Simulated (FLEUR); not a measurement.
The system is Sm.

```
CELL_PARAMETERS angstrom
3.64400 0.00000 0.00000
-1.82200 3.15580 0.00000
0.00000 0.00000 5.87600
ATOMIC_POSITIONS crystal
Sm 0.66667 0.33333 0.75000
Sm 0.33333 0.66667 0.25000
```

This isn't the form of Sm at room conditions, which is rhombohedral.

Base run:

```yaml
Program: FLEUR MaX-R8.1 (later development tree)
Functional: BLYP
Potentials_or_basis: all-electron
Basis: FLAPW
Kmax: 4.1 1/bohr
k_mesh: 8 × 8 × 5
Occupations: fermi-dirac, width 0.05 eV
Spin: collinear spin, ferromagnetic start
Starting_moments: "[5.0, 5.0] μB"
```

Its results: net moment 12.41 μB per cell; site moments Sm +5.78 μB.

**Question.** The run is repeated on the same cell with these changes: functional from BLYP to AM05. What comes out?

**Answer.** Net moment 13.02 μB per cell; site moments Sm +5.89 μB.

Caveats: the magnetic or orbital state may not be the lowest.
